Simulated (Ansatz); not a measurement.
Pb:

```
Pb
1.0
    -1.97966    1.97966    1.97966
     1.97966   -1.97966    1.97966
     1.97966    1.97966   -1.97966
Pb
1
Cartesian
  0.0000 0.0000 0.0000
```

This isn't the form of Pb at room conditions, which is fcc.

```yaml
Program: Ansatz 0.2.0
Task: relaxation of cell and atoms
Functional: PBE
Dispersion: D4
Potentials_or_basis: Ansatz PAW
Cutoff: "420 eV (not typed: the program's choice for these potentials)"
k_mesh: 9 × 9 × 9
Occupations: fermi-dirac, width 0.05 eV
Spin: no spin polarisation
```

At the start: volume 31.03 Å³/atom.

Where does the relaxation end?

It ends after 4 steps and the volume is 30.12 Å³/atom (-2.9 %); space group Im-3m (No. 229, to 0.05 Å).

The path:
```csv
step,energy change (eV),largest force (eV/Å),volume (Å³)
1,0.0000,0.0000,31.03
2,-0.0038,0.0000,30.16
3,-0.0038,0.0000,30.12
4,-0.0037,0.0000,30.12
```

Final structure:
```xyz
1
Lattice="-1.9601 1.9601 1.9601 1.9601 -1.9601 1.9601 1.9601 1.9601 -1.9601" Properties=species:S:1:pos:R:3 pbc="T T T"
Pb    0.0000    0.0000    0.0000
```

Caveat: the plane-wave basis is chosen anew once the cell has moved, so the energies of steps on either side of that aren't comparable; pairwise dispersion overbinds metals, which lowers pressure and volume.
